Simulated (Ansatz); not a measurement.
AlNi (Pm-3m), an elastic constant from a strain scan

Level of theory: Ansatz 0.2.0, DFT PBE, scalar-relativistic, plane waves, PAW. Settings: plane waves to 420 eV, k-mesh 20×20×20 (Γ-centred), Gaussian smearing 0.15 eV. No spin polarisation. A magnetic state may lie lower. Energies are free energies at this smearing, counted from the undisturbed cell; pressure is positive in compression.

The starting cell (relaxed at this level; it needn't be the usual structure):

```xyz
2
Lattice="2.8931 0.0000 0.0000 0.0000 2.8931 0.0000 0.0000 0.0000 2.8931" Properties=species:S:1:pos:R:3 pbc="T T T"
Al    0.0000    0.0000    0.0000
Ni    1.4465    1.4465    1.4465
```

The cell is strained by ε times the Voigt pattern (0, 0, 0, 0, 1, 0) (xx, yy, zz, yz, xz, xy; engineering shear) with fractional coordinates fixed. The cell holds 2 atoms in V0 = 24.21 Å³. The stress column is τ = (1/V0) dE/dε, got from the stress tensor σ (compression positive) at each point as −det(1 + εP) σ : P(1 + εP)⁻¹, with P the pattern as a tensor.

```
      ε  ΔE (meV/atom)  τ (GPa)
-0.0350          5.372   -4.071
-0.0300          3.944   -3.486
-0.0250          2.738   -2.902
-0.0200          1.752   -2.320
-0.0150          0.985   -1.739
-0.0100          0.438   -1.158
-0.0050          0.109   -0.579
 0.0000          0.000    0.000
 0.0050          0.109    0.579
 0.0100          0.438    1.158
 0.0150          0.985    1.739
 0.0200          1.752    2.320
 0.0250          2.738    2.902
 0.0300          3.944    3.486
 0.0350          5.372    4.071
 0.0400              ?        ?
```

Problem. Which combination of elastic constants does this scan measure, and how large is it?

Solution. For small ε, τ = τ0 + Kε with K = pᵀCp, which for this pattern is C44 in the cubic axes. The parabola through τ at ε = -0.0050, 0 and 0.0050 has slope K = 116 GPa at zero. The energies per cell, E = NΔE, of the same two points give K = 2[E(ε₊)/ε₊ − E(ε₋)/ε₋]/[(ε₊ − ε₋)V0] = 116 GPa, in agreement.

Problem. Predict the withheld row at ε = 0.0400 from the harmonic law, and compare.

Solution. ΔE = V0(τ0 ε + Kε²/2)/N = 7.001 meV/atom and τ = 4.63 GPa. The calculation gives 7.021 meV/atom and 4.66 GPa, a miss of 0.3 % of the harmonic energy, so the harmonic law still holds here.

In a metal these slopes depend on the k mesh and the smearing.